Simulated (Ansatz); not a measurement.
The reference is LaAlO3 in the cubic perovskite structure (space group Pm-3m, No. 221; a = 3.812 Å). Axes: x, y, z lie along the cube axes.

All numbers come from plane-wave PAW DFT at the PBE level (Ansatz, an electronic-structure program, 420 eV), scalar-relativistic without spin-orbit coupling.

A first run, uniaxial strain ε_zz = −1.94 %, gives secant values C11 ≈ 360 GPa and C12 ≈ 130 GPa from its stress. A second run applies biaxial strain +1.30 %, plane normal [001], relaxed out of plane.

What does linear elasticity predict for −ε⊥/ε∥ in the second run, and what does the run give?

Linear elasticity: 2 C12/C11 = 0.72. The run gives 0.74; any difference comes from nonlinear terms at these strains and numerical noise.

Whether these cells are dynamically stable was not tested. Many cubic perovskites are stable only at high temperature; tilts and polar distortions were not tested.
